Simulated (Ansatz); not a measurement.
## PbO (model cell, started as zinc blende): a soft mode frozen in

Wanted: the energy along a soft mode of PbO (model cell, started as zinc blende) and the structure at the end.

Main program and level: Ansatz 0.2.0; DFT PBEsol, scalar-relativistic, plane waves, PAW.

Report form: the programs' logs are mostly left out.

The structure was built from a prototype and need not be the compound's stable phase.

## Step 1: Set-up

Symmetry: F-43m, No. 216, cubic system. Conventional cell: a = 5.572 Å, b = 5.572 Å, c = 5.572 Å, α = 90.00°, β = 90.00°, γ = 90.00°. Pb has 4 O at 2.41 Å nearest. Nearest to O lie 4 Pb at 2.41 Å. Farther neighbours and most contacts between anions are not listed.

Structure file:

```cif
data_structure
_symmetry_space_group_name_H-M 'F-43m'
_symmetry_Int_Tables_number 216
_cell_length_a 5.5724
_cell_length_b 5.5724
_cell_length_c 5.5724
_cell_angle_alpha 90.000
_cell_angle_beta 90.000
_cell_angle_gamma 90.000
_cell_volume 173.03
loop_
_atom_site_label
_atom_site_type_symbol
_atom_site_symmetry_multiplicity
_atom_site_Wyckoff_symbol
_atom_site_fract_x
_atom_site_fract_y
_atom_site_fract_z
_atom_site_occupancy
Pb1 Pb 4 a 0.00000 0.00000 0.00000 1
O1 O 4 d 0.25000 0.25000 0.75000 1
```

## Step 2: Response at finite wavevector

The cell comes from relaxations at this level that are not shown. Stability and thermal properties need the whole zone. Linear response on a 4×4×4 q mesh gives force constants as far as a supercell of that size would, and the tensors from the zone-centre run are typed in so that the long-range dipole term is interpolated apart.

Input file input.yaml:

```yaml
crystal:
  lattice:
    - [0.0, 2.7862023436, 2.7862023436]
    - [2.7862023436, 0.0, 2.7862023436]
    - [2.7862023436, 2.7862023436, 0.0]
  atoms:
    - { symbol: Pb, position: [0.0, 0.0, 0.0] }
    - { symbol: O, position: [0.25, 0.25, 0.25] }
kpoints:
  mp_grid: { grid: [12, 12, 12] }
hamiltonian:
  xc: pbesol
scf:
  occupations: { method: fixed }
output:
  eigenvalues: true
phonons:
  method: dfpt
  qmesh: [4, 4, 4]
  temperatures: { t_max: 1000, t_step: 50 }
  qpath:
    path:
      - [[0.0, 0.0, 0.0], [-0.5, -0.5, 0.0], [-0.375, -0.375, 0.25]]
      - [[-0.375, 0.0, 0.375], [0.0, 0.0, 0.0], [0.0, 0.0, 0.5], [-0.5, -0.25, 0.25], [-0.5, -0.5, 0.0]]
    npoints: 10
  non_analytic_term:
    high_frequency_dielectric_tensor: [[8.7173, 0.0, 0.0], [0.0, 8.7173, 0.0], [0.0, 0.0, 8.7173]]
    born_effective_charges:
      - { species: Pb, tensor: [[2.1253, 0.0, 0.0], [0.0, 2.1253, 0.0], [0.0, 0.0, 2.1253]] }
      - { species: O, tensor: [[-2.1253, 0.0, 0.0], [0.0, -2.1253, 0.0], [0.0, 0.0, -2.1253]] }
    source: "zone-centre run at this cell"
```

Started as:

```sh
ansatz run input.yaml --threads 4 --pin off --max-ram 7168MiB --backend cpu --events-out ev --progress --plain --runs-dir out
```

The job ended after 2 min (4 threads of Intel Xeon 6975P-C (Granite Rapids), shared host; peak memory 2.5 GiB; 7.6 min of CPU time).

Numbers from this step:

| Item | Value |
| --- | --- |
| gap on the k-mesh | 0.3120 eV |
| volume per atom | 21.63 Å³ |
| sum-rule residual before enforcement | 3.15e-5 eV/Å² |
| lowest frequency on the path | -140.6 cm⁻¹ |
| point group | -43m |
| highest frequency on the path or at a solved wavevector | 348 cm⁻¹ |
| highest optical mode at the zone centre (no LO-TO term) | 252.4 cm⁻¹ |
| lowest optical zone-centre mode | 252.4 cm⁻¹ |
| lowest mode on the q mesh (acoustic modes at Γ apart) | -140.6 cm⁻¹ |

Frequencies (cm⁻¹) solved at each irreducible wavevector; negative means imaginary. Frequencies by wavevector, by row:

| q in reciprocal lattice units | star | mode 1 | mode 2 | mode 3 | mode 4 | mode 5 | mode 6 |
| --- | --- | --- | --- | --- | --- | --- | --- |
| 0 0 0 | 1 | 0 | 0 | 0 | 252.4 | 252.4 | 252.4 |
| 0 0 0.25 | 8 | -1.4 | -1.4 | 73 | 234.4 | 234.4 | 318.7 |
| 0 0 -0.5 | 4 | 13.7 | 13.7 | 120.7 | 207.5 | 207.5 | 305.7 |
| 0 0.25 0.25 | 6 | -56 | -56 | 82.3 | 168.7 | 168.7 | 346.6 |
| 0 0.25 -0.5 | 24 | -73.1 | -64.2 | 113.2 | 124.9 | 140.5 | 329.9 |
| 0 0.25 -0.25 | 12 | -58.2 | 4.8 | 99.3 | 144.4 | 203.4 | 320.5 |
| 0 -0.5 -0.5 | 3 | -140.6 | -140.6 | 97.1 | 97.1 | 118.6 | 344.1 |
| 0.25 -0.5 -0.25 | 6 | -119.8 | -90.2 | 104.8 | 114.9 | 118.7 | 323.4 |

Interpolated from a 4×4×4 q mesh, with the LO-TO term (at Γ the limit along the path; where Γ stands inside the path, tables give the limit on arrival). The phonon branches at the labelled points (cm⁻¹):

| point | branch 1 | branch 2 | branch 3 | branch 4 | branch 5 | branch 6 |
| --- | --- | --- | --- | --- | --- | --- |
| Γ | 0 | 0 | 0 | 252 | 252 | 322 |
| halfway | -56 | -56 | 82 | 169 | 169 | 347 |
| X | -141 | -141 | 97 | 97 | 119 | 344 |
| halfway | -136 | -125 | 99 | 102 | 119 | 340 |
| U | -130 | -84 | 104 | 120 | 123 | 333 |
| jump to K | -130 | -84 | 104 | 120 | 123 | 333 |
| halfway | -13 | 12 | 83 | 194 | 231 | 316 |
| Γ | 0 | 0 | 0 | 252 | 252 | 322 |
| halfway | -1 | -1 | 73 | 234 | 234 | 319 |
| L | 14 | 14 | 121 | 208 | 208 | 306 |
| halfway | -74 | -20 | 116 | 128 | 170 | 322 |
| W | -120 | -90 | 105 | 115 | 119 | 323 |
| halfway | -129 | -118 | 100 | 106 | 119 | 335 |
| X | -141 | -141 | 97 | 97 | 119 | 344 |

Symmetry leaves 8 wavevectors to solve. The lowest mode among them, the acoustic zeros apart, lies at q = (0, -0.5, -0.5) and is imaginary, 140.6i cm⁻¹, so the energy falls along it.

## Step 3: The mode frozen in, largest atomic shift 0 Å

The mode followed lies at q = (0.25, -0.5, -0.25) with frequency 119.8i cm⁻¹, one of the unstable modes though not the softest. At small amplitude the distorted cell has space group no. 121 by a symmetry search on the positions. The undistorted cell that holds it gives the zero of energy on the same k mesh.

System of this step: PbO (model cell, started as zinc blende). It takes space group F-43m (No. 216, cubic). Conventional cell: a = 5.572 Å, b = 5.572 Å, c = 5.572 Å, α = 90.00°, β = 90.00°, γ = 90.00°. Nearest to Pb lie 4 O at 2.41 Å. Nearest to O lie 4 Pb at 2.41 Å. Farther neighbours and most contacts between anions are not listed.

Input file input.yaml:

```yaml
crystal:
  lattice:
    - [0.0, 0.0, -5.5724046872]
    - [5.5724046872, 0.0, 0.0]
    - [2.7862023436, -5.5724046872, -2.7862023436]
  atoms:
    - { symbol: Pb, position: [0.75, 0.25, 0.5] }
    - { symbol: Pb, position: [0.25, 0.75, 0.5] }
    - { symbol: Pb, position: [0.5, 0.5, 0.0] }
    - { symbol: Pb, position: [0.0, 0.0, 0.0] }
    - { symbol: O, position: [0.625, 0.625, 0.25] }
    - { symbol: O, position: [0.125, 0.125, 0.25] }
    - { symbol: O, position: [0.375, 0.875, 0.75] }
    - { symbol: O, position: [0.875, 0.375, 0.75] }
kpoints:
  mp_grid: { grid: [6, 6, 6] }
hamiltonian:
  xc: pbesol
scf:
  occupations: { method: gaussian, width: 0.02 }
output:
  forces: true
  stress: true
  eigenvalues: true
```

Elapsed: 2.6 s, on 4 threads; peak memory 0.59 GiB; 9.6 s of CPU time.

This step gave:

| Property | Result |
| --- | --- |
| pressure | -0.004290 GPa |
| gap on the k-mesh | 0.3119 eV |
| energy from the undistorted cell | 0 meV/atom |

At this level the gap is 0.31 eV on the k-mesh of the self-consistent run, which can miss the band edges.

## Step 4: The mode frozen in, largest atomic shift 0.6 Å

The atoms are moved along the unstable eigenvector, the largest shift by 0.6 Å, with the cell fixed.

input.yaml, the sections that differ from step 3:

```yaml
crystal:
  lattice:
    - [0.0, 0.0, -5.5724046872]
    - [5.5724046872, 0.0, 0.0]
    - [2.7862023436, -5.5724046872, -2.7862023436]
  atoms:
    - { symbol: Pb, position: [0.7568775471, 0.2568775471, 0.5] }
    - { symbol: Pb, position: [0.2431224529, 0.7431224529, 0.5] }
    - { symbol: Pb, position: [0.4931224529, 0.5068775471, 0.0] }
    - { symbol: Pb, position: [0.0068775471, -0.0068775471, 0.0] }
    - { symbol: O, position: [0.625, 0.625, 0.25] }
    - { symbol: O, position: [0.125, 0.125, 0.25] }
    - { symbol: O, position: [0.4288367216, 0.9288367216, 0.6423265567] }
    - { symbol: O, position: [0.8211632784, 0.3211632784, 0.8576734433] }
# kpoints, hamiltonian, scf, output: as in step 3
```

Elapsed: 3 s, on 4 threads; peak memory 0.59 GiB.

This step gave:

| Quantity | Value |
| --- | --- |
| pressure | -0.04322 GPa |
| gap on the k-mesh | 0.5143 eV |
| energy from the undistorted cell | -22.27 meV/atom |

The energy, extrapolated to zero smearing, is -22.27 meV/atom against the undistorted cell.

The run ends at a pressure of -0.04 GPa, with forces up to 0.67 eV/Å.

## Step 5: Energy along the mode, all amplitudes (two of the runs are shown above)

An imaginary frequency means negative curvature, so the energy should fall and then rise again as anharmonic terms take over.

Numbers from this step:

| Property | Result |
| --- | --- |
| depth at the lowest point sampled | 22.27 meV/atom |
| largest atomic shift at that point | 0.6 Å |

Table of energy from the parent by largest atomic shift:

| largest atomic shift (Å) | energy from the parent (meV/atom) |
| --- | --- |
| 0.000 | 0 |
| 0.040 | -0.204 |
| 0.080 | -0.808 |
| 0.140 | -2.41 |
| 0.220 | -5.62 |
| 0.320 | -10.7 |
| 0.450 | -17.3 |
| 0.600 | -22.3 |

Displacement at unit largest shift by atom:

| atom | x (Å) | y (Å) | z (Å) | size |
| --- | --- | --- | --- | --- |
| Pb1 | 0.06 | 0.00 | -0.06 | 0.09 |
| Pb2 | -0.06 | 0.00 | 0.06 | 0.09 |
| Pb3 | 0.06 | 0.00 | 0.06 | 0.09 |
| Pb4 | -0.06 | 0.00 | -0.06 | 0.09 |
| O5 | 0.00 | 0.00 | 0.00 | 0.00 |
| O6 | 0.00 | 0.00 | 0.00 | 0.00 |
| O7 | 0.00 | 1.00 | 0.00 | 1.00 |
| O8 | 0.00 | -1.00 | 0.00 | 1.00 |

The lowest of the steps tried is the last one, at 0.6 Å, 22.3 meV/atom below the parent; the bottom of the well need not coincide with a step.

## Step 6: Relaxation from the frozen mode

Starting from the lowest point found, all atoms and the cell are let go, so that strain and other modes of the same symmetry can join in.

Edit input.yaml of step 4 so:

```diff
@@ -19,3 +19,3 @@
 scf:
-  occupations: { method: gaussian, width: 0.02 }
+  occupations: { method: fixed }
 output:
@@ -24 +24,6 @@
   eigenvalues: true
+relax:
+  adjacent_minimum: "off"
+  f_tol: 0.002
+  max_steps: 120
+  cell: { stress_tol: 0.03 }
```

Wall time 46 s (4 threads); peak memory 0.65 GiB; 2.9 min of CPU time.

Relaxation path:

| step | energy less that of the first step (eV) | largest force component (eV/Å) | pressure (GPa) | volume (Å³) |
| --- | --- | --- | --- | --- |
| 1 | 0.0000 | 0.4877 | -0.04 | 173.03 |
| 2 | -0.0937 | 0.5243 | -0.49 | 171.32 |
| 3 | -0.1797 | 0.0863 | -0.47 | 171.20 |
| 4 | -0.2104 | 0.0691 | 0.33 | 170.17 |
| 5 | -0.2059 | 0.0575 | -0.50 | 171.82 |
| 6 | -0.2117 | 0.0087 | 0.07 | 170.54 |
| 7 | -0.2115 | 0.0040 | -0.01 | 170.72 |
| 8 | -0.2117 | 0.0004 | 0.00 | 170.62 |
| 9* | -0.2290 | 0.0012 | 0.11 | 170.62 |
| 10 | -0.2339 | 0.0029 | 0.07 | 170.79 |
| 11 | -0.2335 | 0.0044 | 0.00 | 171.11 |
| 12 | -0.2336 | 0.0002 | 0.00 | 171.08 |
| 13* | -0.2356 | 0.0003 | 0.02 | 171.08 |
| 14 | -0.2356 | 0.0007 | 0.00 | 171.16 |
| 15* | -0.2357 | 0.0007 | 0.00 | 171.16 |

Relaxation steps marked * repeat the geometry before them on a plane-wave basis chosen anew for their cell, so energy and pressure can jump there. Relaxation step 5 was tried and not accepted.

Forces are held to the 8 operations that the run works with; a distortion that breaks them can't arise in this run.

| conventional cell, symmetrised | before | after | change |
| --- | --- | --- | --- |
| a (Å) | 5.572 | 5.300 | -4.9 % |
| b (Å) | 5.572 | 5.300 | -4.9 % |
| c (Å) | 11.145 | 12.188 | +9.4 % |
| volume (Å³/atom) | 21.63 | 21.40 | -1.1 % |

The atoms that moved most (Å, as changes of fractional coordinates times the final cell):

| atom | dx | dy | dz | length |
| --- | --- | --- | --- | --- |
| O7 | 0.000 | 0.160 | 0.000 | 0.160 |
| O8 | 0.000 | -0.160 | 0.000 | 0.160 |
| Pb1 | 0.063 | 0.081 | -0.063 | 0.121 |
| Pb4 | -0.063 | -0.081 | -0.063 | 0.121 |
| Pb3 | 0.063 | -0.081 | 0.063 | 0.121 |
| Pb2 | -0.063 | 0.081 | 0.063 | 0.121 |

The relaxed structure:

```cif
data_structure
_symmetry_space_group_name_H-M 'P 1'
_symmetry_Int_Tables_number 1
_cell_length_a 5.2997
_cell_length_b 5.2997
_cell_length_c 7.1541
_cell_angle_alpha 68.260
_cell_angle_beta 68.260
_cell_angle_gamma 90.000
_cell_volume 171.16
loop_
_atom_site_label
_atom_site_type_symbol
_atom_site_fract_x
_atom_site_fract_y
_atom_site_fract_z
_atom_site_occupancy
Pb1 Pb 0.77551 0.27551 0.48669 1
Pb2 Pb 0.23780 0.73780 0.48669 1
Pb3 Pb 0.47449 0.51220 0.01331 1
Pb4 Pb 0.01220 0.97449 0.01331 1
O5 O 0.62500 0.62500 0.25000 1
O6 O 0.12500 0.12500 0.25000 1
O7 O 0.44196 0.94196 0.61609 1
O8 O 0.80804 0.30804 0.88391 1
```

This step gave:

```
pressure          : 0.002391 GPa
gap on the k-mesh : 0.4119 eV
volume per atom   : 21.40 Å³
```

The distorted start has space group I-42m; the relaxation ends in I-42m.

## Step 7: The new phase in its own primitive cell

The relaxed structure is symmetrised, reduced to its primitive cell and relaxed tightly, as its phonons need.

Input file input.yaml:

```yaml
crystal:
  lattice:
    - [-2.6498429472, 2.6498429472, 6.0940693254]
    - [2.6498429472, -2.6498429472, 6.0940693254]
    - [2.6498429472, 2.6498429472, -6.0940693254]
  atoms:
    - { symbol: Pb, position: [0.8872009762, 0.3494921382, 0.0] }
    - { symbol: Pb, position: [0.3494921382, 0.8872009762, 0.0] }
    - { symbol: Pb, position: [0.1127990238, 0.1127990238, 0.462291162] }
    - { symbol: Pb, position: [0.6505078618, 0.6505078618, 0.537708838] }
    - { symbol: O, position: [0.5, 0.0, 0.5] }
    - { symbol: O, position: [0.0, 0.5, 0.5] }
    - { symbol: O, position: [0.6830439596, 0.6830439596, 0.0] }
    - { symbol: O, position: [0.3169560404, 0.3169560404, 0.0] }
kpoints:
  mp_grid: { grid: [8, 8, 8] }
hamiltonian:
  xc: pbesol
scf:
  occupations: { method: fixed }
output:
  forces: true
  stress: true
  eigenvalues: true
relax:
  adjacent_minimum: "off"
  f_tol: 0.001
  max_steps: 60
  cell: { stress_tol: 0.01 }
```

It took 35 s on 4 threads; peak memory 0.78 GiB.

Little changed from the start: no atom moved by 0.005 Å and no cell edge by 0.1 %.

Numbers from this step:

| Item | Value |
| --- | --- |
| pressure | 8.73e-4 GPa |
| gap on the k-mesh | 0.4124 eV |
| volume per atom | 21.39 Å³ |
| direct gap on mesh | 0.4124 eV |

The largest force component left is 0.35 meV/Å and the pressure is 0.001 GPa, within the tolerances set. The cell now holds 21.39 Å³/atom.

## Step 8: The phases reached

The phases reached along the modes that were followed are set side by side.

Energies are those of the first relaxation, on the mesh of the frozen mode; space group, volume and gap are those of the last relaxation. Phases, by row:

| mode frozen in | space group | energy from parent (meV/atom) | volume (Å³/atom) | gap on mesh (eV) | lowest zone-centre optical mode (cm⁻¹) | largest shift (Å) |
| --- | --- | --- | --- | --- | --- | --- |
| parent | F-43m | 0 | 21.63 | 0.312 | – | – |
| q = (0, -0.5, -0.5), 141i cm⁻¹ | Pmmn | -242.2 | 20.22 | 1.25 | 81.9 | 1.379 |
| q = (0, -0.5, -0.5), 141i cm⁻¹ | C222_1 | -61.16 | 20.11 | 0.209 | -90.9 | 0.509 |
| q = (0, -0.5, -0.5), 141i cm⁻¹ | Pmmn | -242.2 | 20.23 | 1.251 | 81.9 | 1.375 |
| q = (0.25, -0.5, -0.25), 120i cm⁻¹ | I-42m | -51.73 | 21.39 | 0.412 | – | 0.816 |

## Step 9: What came out

```
unstable mode of the parent                                                      : q = (0.25, -0.5, -0.25), 120i cm⁻¹
depth at the lowest point sampled                                                : 22.3 meV/atom
largest atomic shift at that point                                               : 0.6 Å
space group reached (within 0.01 Å)                                              : I-42m
energy gained over the parent (first relaxation, on the mesh of the frozen mode) : 51.7 meV/atom
volume per atom, phase reached                                                   : 21.4 Å³
gap on the k-mesh, phase reached                                                 : 0.412 eV
```

Along this mode the structure falls into I-42m, 51.7 meV/atom below the parent. At the parent's cell the well is 22.27 meV/atom deep on the steps tried, with its lowest point at a shift of 0.6 Å. That is the last step tried, so the steps alone don't bracket the bottom of the well. Relaxing atoms and cell changes the gain by +29.46 meV/atom against the lowest step (energies at zero smearing). The modes of the phase reached were not computed on this path. Of the 4 patterns followed to their end from this parent, this one ends 190 meV/atom above the lowest, Pmmn. Each path keeps the symmetry of its pattern, so a lower phase may lie along a pattern not tried. The program warns that the interpolation holds no quadrupole term, so branches close to Γ can be off in this crystal. Spin-orbit coupling is left out, which can matter for the heavy elements here. The starting cell was built on a prototype and not taken from a measurement, so the phase need not exist.

[Logs are printed without paths, hosts, clocks, repeated set-up lines and the standing remarks that a program may print on its own settings, such as how far it seeks lower states.]

[Hosts, paths, dates, database ids (printed as entryN), source tags and the programs' standing remarks are cut or masked in the printed files.]
